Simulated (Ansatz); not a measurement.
## Calculated ³³S NMR of the central transition for SnS2 under strain

Cell: an entry of the Crystallography Open Database (COD), relaxed with PBE at fixed cell and then changed (z compressed by 2 %, ions relaxed).

```
Sn S
1.0
     3.60500    0.00000    0.00000
    -1.80250    3.12202    0.00000
     0.00000    0.00000    5.35080
Sn S
1 2
Cartesian
  0.0000 0.0000 0.0000
  1.8025 1.0407 3.8769
  0.0000 2.0813 1.4739
```

Atoms are numbered from 1 in the order listed; like atoms form one site, named after its first atom.

All values are calculated (Ansatz; DFT, PBE, plane waves and PAW, scalar-relativistic, 420 eV cutoff, Γ-centred 14×14×8 k-points, Fermi–Dirac smearing 0.02 eV), not measured.

³³S has I = 3/2 and Q = -69.40 mb (Pyykkö 2018); at 14.1 T its Larmor frequency is ν₀ = 46.1 MHz. Only the quadrupole interaction is simulated: positions count from each site's isotropic chemical shift, and shift anisotropy, dipolar and J coupling are left out.

Simulated pattern of one S site (static powder, Gaussian broadening 2 kHz):

(offset (kHz), height): (-69.6, 0), (-64.7, 95), (-59.9, 100), (-55.1, 65), (-50.2, 53), (-45.4, 46), (-40.6, 42), (-35.7, 40), (-30.9, 37), (-26.1, 36), (-21.2, 35), (-16.4, 35), (-11.6, 34), (-6.7, 34), (-1.9, 33), (2.9, 27), (7.7, 28), (12.6, 30), (17.4, 33), (22.2, 37), (27.1, 46), (31.9, 71), (36.7, 67), (41.6, 0)

Task: Which |C_Q| and η does the pattern imply?

Result: The pattern spans 100.0 kHz before broadening and its centre of gravity is at -19.2 kHz, which fixes P_Q; the places of the horns and steps fix η. That gives P_Q = 5.95 MHz, |C_Q| = 5.95 MHz and η = 0.00. The sign of C_Q can't be read from the pattern.

An axis of threefold or higher order runs through S, so V_zz lies along it and η is zero.

Without spin–orbit coupling (the program notes it for Sn) the gradients can shift somewhat, as the gap is small. At this changed cell the PBE pressure is 9 GPa.
